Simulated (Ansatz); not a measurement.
# ZnO (P6_3mc): the host for defect calculations

Before any defect goes in: ZnO (P6_3mc) at rest, and how it screens a charge.

Program: Ansatz 0.2.0. Level of theory: plane-wave PAW DFT, r2SCAN; relaxation of the host's cell and atoms; PAW set soft_1, in the first sound run; inputs show where later runs differ. Results are calculated unless marked as measured.

## 1. The starting structure

It takes space group P6_3mc (No. 186, hexagonal). Conventional cell: a = 3.237 Å, b = 3.237 Å, c = 5.222 Å, α = 90.00°, β = 90.00°, γ = 120.00°. Nearest to Zn lie 4 O at 1.97 to 1.98 Å. Nearest to O lie 4 Zn at 1.97 to 1.98 Å. Farther neighbours and most contacts between anions are not listed.

## 2. Host cell relaxation

Lattice and positions are set free, within the symmetry that the program keeps.

The input, cell/input.yaml:

```yaml
crystal:
  lattice:
    - [3.237351, 0.0, 0.0]
    - [-1.6186755, 2.8036282, 0.0]
    - [0.0, 0.0, 5.2220613]
  atoms:
    - { symbol: Zn, position: [0.66666667, 0.33333333, 0.5005917] }
    - { symbol: Zn, position: [0.33333333, 0.66666667, 0.0005917] }
    - { symbol: O, position: [0.66666667, 0.33333333, 0.8797183] }
    - { symbol: O, position: [0.33333333, 0.66666667, 0.3797183] }
basis:
  ecutwfc: 500
  xc_grid: 2
hamiltonian:
  xc: r2scan
  pseudopotentials: { kind: paw, azcp: { folder: soft_1 } }
kpoints:
  mp_grid: { grid: [10, 10, 6] }
scf:
  occupations: { method: fixed }
  max_iter: 100
relax:
  f_tol: 0.005
  max_steps: 60
  cell: {}
output:
  forces: true
  stress: true
checkpoint:
  write: "../cell.run"
  compress: false
  write_wavefunctions: false
  write_every: 100000
```

The run is started by

```
ansatz run input.yaml --threads 32 --pin off --max-ram 84787MiB --backend cuda --events-out ev --progress --plain --runs-dir out --max-vram 78GiB
```

Numbers of over 12 decimals in the logs are rounded to 6 here.

The log of the run:

```text
[... repeated set-up lines and file paths are left out, and long positions are rounded to six places ...]
Engine: ansatz 0.2.0, aarch64-unknown-linux-gnu
Pseudopotentials: kind: paw
Pseudopotential: Zn, paw, valence charge 12, recommended cutoff 500 eV (meta_gga), soft_1/Zn.paw.azcp
Pseudopotential: O, paw, valence charge 6, recommended cutoff 500 eV (meta_gga), soft_1/O.paw.azcp
Functional definition: r2SCAN
  parameter k0 = 0.174
  parameter k1 = 0.065
  parameter a1 = 4.9479
  exchange = r2scan_x(k0 = k0, k1 = k1, a1 = a1)
  correlation = r2scan_c
[...]
Crystal: 4 atoms, lattice volume = 47.397 Å³
Basis set: ecut = 500 eV, 1177 PW (Γ), exchange–correlation on 48×48×80 points (8 copies of the dense FFT grid, shifted against one another)
Bands: 22, of which v1, the nominal top of the filled ones, is band 18 counted from 1 (17 counted from 0)
Symmetry: 12 space group operations
Space group: P63mc (ITA 186), of the structure as read, at distance tolerance 3.6e-5 Å
k-points: 56 of 600 (time reversal used)
Non-local potential: Zn, projectors of the file, l = 0: 2, l = 1: 2, l = 2: 3, l = 3: 1
Non-local potential: O, projectors of the file, l = 0: 2, l = 1: 2, l = 2: 1
PAW form: soft (Blöchl's): semilocal exchange-correlation on the pseudo side does not see the compensation charge
PAW frozen core: Zn, regenerated for the run's functional (the file was generated under x = pbe(κ = 0.804, μ = 0.219515), c = pbe(β = 0.066725))
PAW frozen core: O, regenerated for the run's functional (the file was generated under x = pbe(κ = 0.804, μ = 0.219515), c = pbe(β = 0.066725))
PAW one-centre angular grid: Zn, 590 points (default); XC on 160 Gauss nodes
PAW one-centre angular grid: O, 302 points (default); XC on 160 Gauss nodes
Initial density: superposition of atomic densities (chi_scale 0.1, normalization cell, long waves kept (reshape's long-wave potential 0.00 eV rms))
Initial wavefunctions: pseudopotential atomic-orbital guess
[...]
Functional: x = r2scan, c = r2scan; τ floored in thin density (d = 2e-4 eV/Å³)
SCF iter   1: F=—  HF=-7790.854318 eV  |Δ(HF+E_count)|=         —  Δρ=1.24e-1  dr2=3.83e0  dr2_τ=8.62e-2  Hψ=5795
preconditioner: auto → Resta (q_TF=auto, 2.606 Å⁻¹)  ε∞=5.7  [insulator: Δε(μ)=1.673 eV  Ē_g=14.865 eV  n_scr=22 (ndim 8)  ℏωp=32.4 eV  f_vac=0.000  ε∞_Penn≈5.7]
SCF iter   2: F=—  HF=-7789.894420 eV  |Δ(HF+E_count)|=   9.60e-1  Δρ=3.01e-2  dr2=3.59e-1  dr2_τ=1.73e-2  Hψ=2858
[...]
SCF iter   9: F=-7789.864603 eV  HF=-7789.864603 eV  |Δ(HF+E_count)|=   1.92e-7  Δρ=7.76e-6  dr2=2.11e-8  dr2_τ=1.17e-9  Hψ=5592
SCF 1 converged in 9 iterations: F = -7789.864603 eV  dr2 = 2.11e-8
  greatest PAW one-centre occupation: 0.987 electrons in one spin orbital (limit 2), on the Zn atom at site 1 (counted from 0), in its partial waves of l = 2
relax step   1: F+E_penalty+E_count = -7789.86460267 eV  Δ(F+E_penalty+E_count) = +0.000e0 eV  max|allowed force component| = 6.085e-3 eV/Å  Δτ_max = 0.0000 Å  P = -0.498 GPa  Ω = 47.397 Å³  (9 SCF iters, dr2 threshold 1.00e-7 eV, accepted)
[... the SCF cycles and remarks between the steps are left out from here to the last step ...]
relax step   2: F+E_penalty+E_count = -7789.86489065 eV  Δ(F+E_penalty+E_count) = -2.880e-4 eV  max|allowed force component| = 6.223e-3 eV/Å  Δτ_max = 0.0004 Å  P = -0.235 GPa  Ω = 47.313 Å³  energy of the carried Pulay correction = +8.119e-5 eV  (4 SCF iters, dr2 threshold 4.00e-7 eV, accepted)
relax step   3: F+E_penalty+E_count = -7789.86502876 eV  Δ(F+E_penalty+E_count) = -1.381e-4 eV  max|allowed force component| = 4.030e-3 eV/Å  Δτ_max = 0.0005 Å  P = +0.006 GPa  Ω = 47.236 Å³  energy of the carried Pulay correction = +1.552e-4 eV  (5 SCF iters, dr2 threshold 1.38e-7 eV, accepted)
[...]
iter 1 solved again at ethr=1.13e-7 eV; its pass at ethr=3.10e-3 eV (dr2=4.05e-5 eV) is discarded
SCF iter   1: F=—  HF=-7789.864732 eV  |Δ(HF+E_count)|=         —  Δρ=2.14e-5  dr2=8.55e-8  dr2_τ=2.85e-8  Hψ=9381
[...]
SCF iter   2: F=—  HF=-7789.864841 eV  |Δ(HF+E_count)|=   1.08e-4  Δρ=1.48e-5  dr2=3.94e-8  dr2_τ=2.81e-9  Hψ=2292
SCF iter   3: F=—  HF=-7789.864841 eV  |Δ(HF+E_count)|=   1.30e-9  Δρ=2.55e-6  dr2=1.34e-9  dr2_τ=4.12e-10  Hψ=1977
SCF iter   4: F=—  HF=-7789.864841 eV  |Δ(HF+E_count)|=   2.51e-9  Δρ=1.02e-6  dr2=3.87e-10  dr2_τ=4.37e-11  Hψ=2128
SCF iter   5: F=—  HF=-7789.864841 eV  |Δ(HF+E_count)|=  2.02e-10  Δρ=6.17e-7  dr2=1.36e-10  dr2_τ=5.83e-12  Hψ=2127
SCF iter   6: F=-7789.864841 eV  HF=-7789.864841 eV  |Δ(HF+E_count)|=  1.29e-10  Δρ=1.91e-7  dr2=1.95e-11  dr2_τ=6.31e-13  Hψ=7044
SCF 4 converged in 6 iterations: F = -7789.864841 eV  dr2 = 1.95e-11
relax step   4: F+E_penalty+E_count = -7789.86484074 eV  Δ(F+E_penalty+E_count) = +1.880e-4 eV  max|allowed force component| = 4.052e-3 eV/Å  Δτ_max = 0.0000 Å  P = +0.006 GPa  Ω = 47.236 Å³  stress off target by 2.33e-2 GPa  SCF on the basis re-selected at this cell (its energy is not comparable with the rows above)  (6 SCF iters)
basis re-selected at this cell: Δ(F+E_penalty+E_count) = +1.880e-4 eV, ΔP = -0.000 GPa vs the last step (what re-selecting the basis moved, of the pressure what is left beyond the Pulay correction that the steps carried, after the strain that the cell walked [...]
SCF converged after 6 iterations
Free energy (F): -7789.864841 eV
Harris-Foulkes:  -7789.864841 eV  (|F-HF|=1.82e-12)
Internal energy: -7789.864841 eV  (E = F + TS)
E sigma→0 (E₀):  -7789.864841 eV
Fermi energy:    6.918175 eV
--- Per-component energies (eV) ---
  E_band       = 47.846821
  E_kinetic    = 629.975706
  E_local      = -4446.295322  (includes V_loc(G=0)·N_el)
  E_nonlocal   = 1767.647354
  E_hartree    = 1676.904727
  E_xc         = -280.241608
  E_vxc        = -304.725094  (∫ρ·V_xc dr)
  E_paw        = -4167.118773  (= ΣΔE_a)
  E_vpaw       = -970.513409  (= ΣTr[D̂ρ^β])
  E_aug_tail   = 0.000657  (compensation charges beyond the density's cutoff)
  E_vtau       = 17.947538  (kinetic-family band-sum trace: ∫τ·v_τ [+ j·A + Jᵃ·Aᵃ] dr)
  E_ewald      = -2970.308465
  E_core_change = -0.429116  (= ΣΔE_core)
  E_smearing   = -0.000000  (= −TS)
  E_closure    = -0.000000  (closes the sum)
  Σ components = -7789.864841   (vs F -7789.864841, Δ=0.00e0)
--- Forces (eV/Å), atoms counted from 1 ---
  atom   1  Zn     0.00000000     0.00000000    -0.00369246
  atom   2  Zn     0.00000000    -0.00000000    -0.00369246
  atom   3  O      0.00000000    -0.00000000     0.00441084
  atom   4  O     -0.00000000     0.00000000     0.00441084
  max |Σ_I F_I| component: 1.44e-3 eV/Å
--- Stress (GPa, compression-positive) ---
       -0.002171      -0.000000      -0.000000
        0.000000      -0.002171      -0.000000
       -0.000000      -0.000000       0.023265
  P = ⅓ Tr σ = 0.0063 GPa (0.063 kbar)
--- Band table (eV; the first three rows and the last of 56) ---
  k-point 0: bands = ["-12.2228", "-11.5049", "1.0669", "1.0669", "1.1205", "1.1882", "1.2735", "1.2735", "2.3282", "2.3282", "2.5355", [... rest cut ...]
  k-point 1: bands = ["-12.1770", "-11.5556", "1.0685", "1.0720", "1.0748", "1.0748", "1.2529", "1.2529", "2.3470", "2.3470", "2.5274", [... rest cut ...]
--- Relaxed structure (3 steps of the walk, 3 accepted, 1 SCFs on fresh bases) ---
  F+E_penalty+E_count = -7789.86484074 eV   max|allowed force component| = 4.052e-3 eV/Å   (the final SCF, on the basis selected at the relaxed cell)
  cell:  # Å, volume = 47.2360 Å³
    - [3.234895, 0.0, 0]
    - [-1.617448, 2.801502, 0]
    - [0.0, 0, 5.212208]
  atoms:
    - { symbol: Zn, position: [0.666667, 0.333333, 0.500418] }
    - { symbol: Zn, position: [0.333333, 0.666667, 0.000418] }
    - { symbol: O, position: [0.666667, 0.333333, 0.879892] }
    - { symbol: O, position: [0.333333, 0.666667, 0.379892] }
```

It took 2.7 s on 1 × NVIDIA GB200 with 32 threads of Arm Neoverse V2, shared host; peak memory 0.95 GiB.

The steps of the relaxation:

```
step  energy less that of the first step (eV)  largest force component (eV/Å)  pressure (GPa)  volume (Å³)
   1                                   0.0000                          0.0061           -0.50        47.40
   2                                  -0.0003                          0.0062           -0.23        47.31
   3                                  -0.0004                          0.0040            0.01        47.24
  4*                                  -0.0002                          0.0041            0.01        47.24
```

Relaxation steps marked * repeat the geometry before them on a plane-wave basis chosen anew for their cell, so energy and pressure can jump there.

The run keeps the 12 symmetry operations that it works with, so distortions that break them were not tested.

```
conventional cell, symmetrised  before  after  change
                         a (Å)   3.237  3.235  -0.1 %
                         b (Å)   3.237  3.235  -0.1 %
                         c (Å)   5.222  5.212  -0.2 %
              volume (Å³/atom)   11.85  11.81  -0.3 %
```

Final coordinates:

```xyz
4
Lattice="3.2349 0.0000 0.0000 -1.6174 2.8015 0.0000 0.0000 0.0000 5.2122" Properties=species:S:1:pos:R:3 pbc="T T T"
Zn    1.6175    0.9338    2.6083
Zn    0.0000    1.8677    0.0022
O     1.6175    0.9338    4.5862
O     0.0000    1.8677    1.9801
```

Numbers from this step:

```
pressure : 0.006307 GPa
```

The cell shrank by 0.3 % in volume.

## 3. Dielectric tensors of the host

The response to a uniform electric field gives the electronic dielectric tensor.

This step: plane-wave PAW DFPT, PBEsol; dielectric tensors, Born charges and zone-centre modes of the host; PAW set soft_1 (Ansatz 0.2.0).

The input, eps/input.yaml:

```yaml
crystal:
  lattice:
    - [3.2348953597, 0.0, 0.0]
    - [-1.6174476799, 2.8015015601, 0.0]
    - [0.0, 0.0, 5.2122082498]
  atoms:
    - { symbol: Zn, position: [0.6666666667, 0.3333333333, 0.5004175113] }
    - { symbol: Zn, position: [0.3333333333, 0.6666666667, 0.0004175113] }
    - { symbol: O, position: [0.6666666667, 0.3333333333, 0.8798924887] }
    - { symbol: O, position: [0.3333333333, 0.6666666667, 0.3798924887] }
basis:
  ecutwfc: 420
hamiltonian:
  xc: pbesol
  pseudopotentials: { kind: paw, azcp: { folder: soft_1 }, xc_functional: pbe }
kpoints:
  mp_grid: { grid: [9, 9, 5] }
scf:
  occupations: { method: fixed }
  max_iter: 100
phonons:
  method: dfpt
  dielectric: true
  rigid_motions: translations
```

The log of the run:

```text
[...]
Crystal: 4 atoms, lattice volume = 47.236 Å³
Basis set: ecut = 420 eV, 941 PW (Γ), exchange–correlation on 48×48×72 points (8 copies of the dense FFT grid, shifted against one another)
Bands: 22, of which v1, the nominal top of the filled ones, is band 18 counted from 1 (17 counted from 0)
Symmetry: 12 space group operations
k-points: 115 of 405 (irreducible under 2 space group operations, time reversal used)
[...]
SCF iter   1: F=—  HF=-7685.185201 eV  |Δ(HF+E_count)|=         —  Δρ=1.10e-1  dr2=3.03e0  Hψ=11917
[...]
SCF iter   2: F=—  HF=-7684.362580 eV  |Δ(HF+E_count)|=   8.23e-1  Δρ=2.22e-2  dr2=2.12e-1  Hψ=5756
[...]
SCF iter  11: F=-7684.261888 eV  HF=-7684.261888 eV  |Δ(HF+E_count)|=  2.80e-10  Δρ=2.58e-7  dr2=2.54e-11  Hψ=15663
SCF 1 converged in 11 iterations: F = -7684.261888 eV  dr2 = 2.54e-11
[...]
the response reads at least the filled bands of the reference SCF and the lowest empty band at each k-point, and that SCF's band table does not vouch for those bands. The notice of the band table in this run's record says why
[...]
NSCF: frozen V_eff on 1 k-points
[...]
NSCF: frozen V_eff on 36 k-points, pencils in batches of 32, up to order 88
[...]
DFPT response loops at q = (0, 0, 0) (fractional): preconditioner auto → Resta (q_TF=auto, 2.608 Å⁻¹)  ε∞=9.3 (no band partly filled); β = 1.00, the filter's whole step (`scf.mixing.beta` (0.50) is not read by the response loops at its default; [...]
[...]
DFPT response loops at Γ: preconditioner auto → Resta (q_TF=auto, 2.608 Å⁻¹)  ε∞=9.3 (no band partly filled); β = 1.00, the filter's whole step (`scf.mixing.beta` (0.50) is not read by the response loops at its default; [...]
── the response to a field inside a basis, on 14×14×8 k-points: an SCF that follows is theirs, and a resumed run solves both again ──
[...]
Bands: 19, of which v1, the nominal top of the filled ones, is band 18 counted from 1 (17 counted from 0)
k-points: 224
[...]
Eigensolver: Dense (224 Hₖ)
SCF iter   1: F=—  HF=-7684.261032 eV  |Δ(HF+E_count)|=         —  Δρ=4.01e-4  dr2=1.54e-5
[...]
SCF iter   5: F=-7684.261030 eV  HF=-7684.261030 eV  |Δ(HF+E_count)|=   9.60e-8  Δρ=1.30e-5  dr2=3.27e-8
SCF 1 converged in 5 iterations: F = -7684.261030 eV  dr2 = 3.27e-8
[...]
WARN: field response: ε∞ stands inside a basis, on 14×14×8 points; [...]
SCF converged after 11 iterations
Free energy (F): -7684.261888 eV
[...]
Internal energy: -7684.261888 eV  (E = F + TS)
E sigma→0 (E₀):  -7684.261888 eV
Fermi energy:    7.140223 eV
[...]
--- Band table (eV; the first three rows and the last of 115) ---
[...]
--- Phonons (Γ-DFPT): 4 representative perturbations + reference (Σ response iterations 24) ---
  k mesh reduced under 2 symmetry operations, with k and −k counted as one. Each operation leaves every solved perturbation unchanged. A smaller set is not considered because the run solves the response to a homogeneous field
  ASR residual: 2.055e-4 → 0.000e0 eV/Å²; symmetrization residual: 2.175e-9 eV/Å²
  ASR residual per site (eV/Å²): 8.71e-5 8.71e-5 2.05e-4 2.05e-4
  Γ frequencies (cm⁻¹): 0.00 0.00 0.00 88.84 88.84 250.56 366.77 387.32 387.32 419.01 419.01 528.47
  ε∞ (high-frequency dielectric tensor):
        5.303922     0.000000    -0.000000
        0.000000     5.303922     0.000000
       -0.000000     0.000000     5.342954
  ε⁰ (static dielectric tensor: ions relaxed, cell fixed):
       10.108048     0.000000    -0.000000
        0.000000    10.108048    -0.000000
       -0.000000    -0.000000    10.971661
  ε⁰ − ε∞ (ionic part):
        4.804126    -0.000000    -0.000000
       -0.000000     4.804126    -0.000000
       -0.000000    -0.000000     5.628707
  softest optical mode at Γ: 88.84 cm⁻¹; the repairs (sum rule, projections) moved no ω² at Γ by more than (1.87 cm⁻¹)²
  Born effective charges Z* (e; rows j = field, columns β = displacement):
    site 0:
         2.10864   -0.00000   -0.00000
         0.00000    2.10864    0.00000
        -0.00000    0.00000    2.16135
    site 1:
         2.10864   -0.00000   -0.00000
         0.00000    2.10864   -0.00000
        -0.00000   -0.00000    2.16135
    site 2:
        -2.10864    0.00000    0.00000
        -0.00000   -2.10864   -0.00000
         0.00000    0.00000   -2.16135
    site 3:
        -2.10864    0.00000    0.00000
        -0.00000   -2.10864   -0.00000
         0.00000   -0.00000   -2.16135
  Z* charge neutrality: 1.723e-3 e pre-enforcement
  solved inside a basis spanned on kpoints, on 14×14×8 k-points transformed towards the longest dipole: ε∞ is read to err by 1.7e-2, Z* by 1.3e-2 e (field_mesh: kpoints solves on kpoints); Z* is corrected for what the basis lacks
  optical modes at Γ without the LO–TO term, one row a degenerate level:
      ω (cm⁻¹)  modes    IR ((D/Å)²/amu)
         88.84      2             0.0000
        250.56      1             0.0000
        366.77      1            16.7694
        387.32      2            31.9230
        419.01      2             0.0000
        528.47      1             0.0000
  optical modes at Γ + LO–TO along q̂ = [1.0000, 0.0000, 0.0000]:
      ω (cm⁻¹)  modes    IR ((D/Å)²/amu)
         88.84      2             0.0000
        250.56      1             0.0000
        366.77      1            16.7694
        387.32      1            15.9615
        419.01      2             0.0000
        528.47      1             0.0000
        534.70      1            15.9615
  optical modes at Γ + LO–TO along q̂ = [0.0000, 1.0000, 0.0000]:
      ω (cm⁻¹)  modes    IR ((D/Å)²/amu)
         88.84      2             0.0000
        250.56      1             0.0000
        366.77      1            16.7694
        387.32      1            15.9615
        419.01      2             0.0000
        528.47      1             0.0000
        534.70      1            15.9615
  optical modes at Γ + LO–TO along q̂ = [0.0000, 0.0000, 1.0000]:
      ω (cm⁻¹)  modes    IR ((D/Å)²/amu)
         88.84      2             0.0000
        250.56      1             0.0000
        387.32      2            31.9230
        419.01      2             0.0000
        525.58      1            16.7694
        528.47      1             0.0000
```

Elapsed: 13 s, on 1 × NVIDIA GB200 with 32 threads; peak memory 2.3 GiB.

Electronic dielectric tensor:

```
5.30 0.00 0.00
0.00 5.30 0.00
0.00 0.00 5.34
```

Static dielectric tensor:

```
10.11  0.00  0.00
 0.00 10.11  0.00
 0.00  0.00 10.97
```

The principal values of the electronic dielectric tensor are 5.30, 5.30 and 5.34. The principal values of the static dielectric tensor are 10.11, 10.11 and 10.97.

(Continued in part 2 of 3.)

[Logs are printed without paths, hosts, clocks, repeated set-up lines and the standing remarks that a program may print on its own settings, such as how far it seeks lower states.]

[Hosts, paths, dates, database ids (printed as entryN), source tags and the programs' standing remarks are cut or masked in the printed files.]

[Runs of the host that timed out are not shown.]

[For some hosts the program warned that the k-mesh of the response run may be too coarse for force constants and the static dielectric constant; such warnings are not always shown.]
